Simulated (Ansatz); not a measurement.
# Te under changes of volume

One of the cells (32.696 Å³/atom); the others are scaled copies at fixed shape and fractional positions:

```
Te
1.0
     3.82029   -2.14820    0.00000
     3.82029    2.14820    0.00000
    -0.09429    0.00000    5.97609
Te
3
Direct
  0.00000 0.00000 0.00000
  0.30945 0.30945 0.33881
  0.69055 0.69055 0.66119
```

This isn't the form of Te at room conditions, which is trigonal, of chains.

```yaml
Program: Ansatz 0.2.0
Functional: PBE
Potentials_or_basis: Ansatz PAW
Cutoff: "420 eV (not typed: the program's choice for these potentials)"
k_mesh: 7 × 7 × 5
Occupations: fermi-dirac, width 0.05 eV
Spin: no spin polarisation
```

```csv
volume (Å³/atom),energy over the lowest point (meV/atom),pressure (GPa),largest force (eV/Å)
30.734,29.44,4.3,0.296
31.388,14.73,2.9,0.228
32.042,?,?,?
32.696,0.54,0.6,0.107
33.350,0.00,-0.4,0.052
34.004,3.23,-1.2,0.008
34.658,9.81,-2.0,0.047
```

Q: What does the run at 32.042 Å³/atom give?

A: Energy over the lowest point 5.28 meV/atom; pressure 1.7 GPa; largest force 0.165 eV/Å.

Worked out: A Birch-Murnaghan fit of order 3 (a polynomial in V^(-2/3)) to the other rows has its minimum at 33.11 Å³/atom with B0 = V·E''(V) = 49 GPa and B' = 4.7 at fixed shape and positions, which overstates the stiffness. It gives 5.28 meV/atom at 32.042 Å³/atom, against the run's 5.28, and -dE/dV = 1.7 GPa, against 1.7.

Energies are extrapolated to zero smearing.
